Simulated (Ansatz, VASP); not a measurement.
One calculation of In, two programs

```
In
1.0
     3.09462    0.00000    0.00000
     0.00000    3.09462    0.00000
     0.00000    0.00000    3.09462
In
1
Cartesian
  0.0000 0.0000 0.0000
```

Alike in both runs: functional PBE; k mesh 13 × 13 × 13; occupations fermi-dirac, width 0.05 eV; no spin polarisation.

Ansatz relaxed the structure, and its values are those at the end. VASP's run is a single point on that final structure, the one shown.

|  | VASP | Ansatz |
| --- | --- | --- |
| version | VASP 6.6.1 | Ansatz 0.2.0 |
| potentials or method | VASP PAW PBE potentials, release 64 (In_d) | PAW with Ansatz's default frozen-core files, scalar-relativistic |
| plane-wave cutoff (eV) | 520 | 420 |
| valence electrons in the cell | 13 | 13 |

```csv
,VASP,Ansatz,Ansatz less VASP
pressure (GPa),-0.1,0.0,+0.04
```

With one functional, cell and mesh, what is left measures potentials, basis and numerics.
